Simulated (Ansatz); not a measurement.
A plane-wave DFT run in Ansatz 0.2.0 (scalar-relativistic PAW potentials unless the input names others): input and command.

```yaml
crystal:
  lattice:
    - [4.1070912864, 0.0, 0.0]
    - [-2.0535456432, 3.5568453897, 0.0]
    - [0.0, 0.0, 36.7211901288]
  atoms:
    - { symbol: Se, position: [0.0, 0.0, 0.4278833039] }
    - { symbol: In, position: [0.6666666667, 0.3333333333, 0.4619089375] }
    - { symbol: In, position: [0.6666666667, 0.3333333333, 0.5380633446] }
    - { symbol: Se, position: [0.0, 0.0, 0.5720889782] }
  periodic: [true, true, false]
basis:
  ecutwfc: "250 eV"
kpoints:
  mp_grid: { grid: [12, 12, 1] }
hamiltonian:
  xc: pbe
  dispersion: d3bj
scf:
  occupations: { method: gaussian, width: 0.02 }
output:
  forces: true
  eigenvalues: true
  stress: true
accuracy: medium
```

```bash
ansatz run input.yaml --threads 2 --pin off --max-ram 5120MiB --backend cpu --events-out ev --progress --plain --runs-dir out
```

Abridged log:
```
Warning: basis.ecutwfc = 250 eV is below the records' recommended 420 eV, and the density's cutoff is lower with it unless basis.ecutrho_ratio is high enough to keep the records' density cutoff: compare with a run at a higher cutoff
Basis set: ecut = 250 eV, 4787 PW (Γ), exchange–correlation on 48×48×384 points (8 copies of the dense FFT grid, shifted against one another)
Bands: 35, of which v1, the nominal top of the filled ones, is band 29 counted from 1 (28 counted from 0)
Symmetry: 12 space group operations
k-points: 19 of 144 (time reversal used)
SCF iter   1: F=—  HF=-22134.209200 eV  |F-HF|=—  |Δ(HF+E_count)|=         —  Δρ=6.81e-3  dr2=9.96e-2  ethr=1.77e-3  ⟨swp⟩=14.0  Hψ=3820  notcnv=0
SCF iter   2: F=—  HF=-22134.071313 eV  |F-HF|=—  |Δ(HF+E_count)|=   1.38e-1  Δρ=2.31e-3  dr2=1.39e-2  ethr=1.72e-4  ⟨swp⟩=2.9  Hψ=1555  notcnv=0  defer=21
SCF iter   3: F=—  HF=-22134.066947 eV  |F-HF|=—  |Δ(HF+E_count)|=   4.37e-3  Δρ=8.82e-4  dr2=8.25e-3  ethr=2.39e-5  ⟨swp⟩=3.0  Hψ=1446  notcnv=0  defer=21
SCF iter   4: F=—  HF=-22134.066156 eV  |F-HF|=—  |Δ(HF+E_count)|=   7.91e-4  Δρ=4.45e-4  dr2=3.50e-3  ethr=1.42e-5  ⟨swp⟩=3.6  Hψ=1211  notcnv=0  defer=21
SCF iter   5: F=—  HF=-22134.065644 eV  |F-HF|=—  |Δ(HF+E_count)|=   5.12e-4  Δρ=1.56e-4  dr2=2.41e-4  ethr=6.04e-6  ⟨swp⟩=2.3  Hψ=781  notcnv=0  defer=21
SCF iter   6: F=—  HF=-22134.065617 eV  |F-HF|=—  |Δ(HF+E_count)|=   2.71e-5  Δρ=3.55e-5  dr2=9.85e-6  ethr=4.15e-7  ⟨swp⟩=2.5  Hψ=1010  notcnv=0  defer=21
SCF iter   7: F=—  HF=-22134.065692 eV  |F-HF|=—  |Δ(HF+E_count)|=   7.48e-5  Δρ=9.75e-6  dr2=4.34e-7  ethr=1.70e-8  ⟨swp⟩=3.4  Hψ=1340  notcnv=0  defer=21
SCF iter   8: F=—  HF=-22134.065692 eV  |F-HF|=—  |Δ(HF+E_count)|=   4.79e-7  Δρ=4.73e-6  dr2=1.74e-7  ethr=1.72e-10  ⟨swp⟩=16.5  Hψ=3541  notcnv=0
SCF iter   9: F=-22134.065692 eV  HF=-22134.065692 eV  |F-HF|=4.30e-8  |Δ(HF+E_count)|=   6.91e-8  Δρ=2.34e-6  dr2=3.78e-8  ethr=1.72e-10  ⟨swp⟩=4.5  Hψ=2272  notcnv=0
SCF 1 converged in 9 iterations: F = -22134.065692 eV  dr2 = 3.78e-8
SCF converged after 9 iterations
Free energy (F): -22134.065692 eV
Harris-Foulkes:  -22134.065692 eV  (|F-HF|=4.30e-8)
Internal energy: -22134.065692 eV  (E = F + TS)
E sigma→0 (E₀):  -22134.065692 eV
Fermi energy:    -5.296154 eV
  E_disp       = -0.854443  (pairwise vdW)
--- Forces (eV/Å), atoms counted from 1 ---
  atom   1  Se     0.00000000     0.00000000    -0.02174086
  atom   2  In     0.00000000     0.00000000    -0.08986455
  atom   3  In     0.00000000     0.00000000     0.08986455
  atom   4  Se     0.00000000     0.00000000     0.02174086
--- 2D stress c σ (N/m, compression-positive) ---
       -1.212929       0.000000       0.000000
        0.000000      -1.212929       0.000000
        0.000000       0.000000       0.000000
  P = ½ c Tr σ = -1.2129 N/m
  ° read free of the cell's end (the report's vacuum.weakly_bound_levels)
```

Apart from outputs, empty bands and the relaxation, which only the reference makes, the input differs from a reference run on usual settings in accuracy: not typed → "medium"; basis.ecutwfc: 420 → "250 eV". The reference, at the same geometry, ended its own course with largest force 0.009 eV/Å, gap on the mesh 1.29 eV. This run converged in 9 SCF iterations with an energy at zero smearing 681 meV/atom above the reference's, largest force 0.090 eV/Å, gap on the mesh 1.26 eV. Its cutoff is looser than usual, and the result moved.

Time: 5.1 s on 2 threads of Intel(R) Xeon(R) 6975P-C (Granite Rapids), on a shared host, peak memory 0.56 GiB.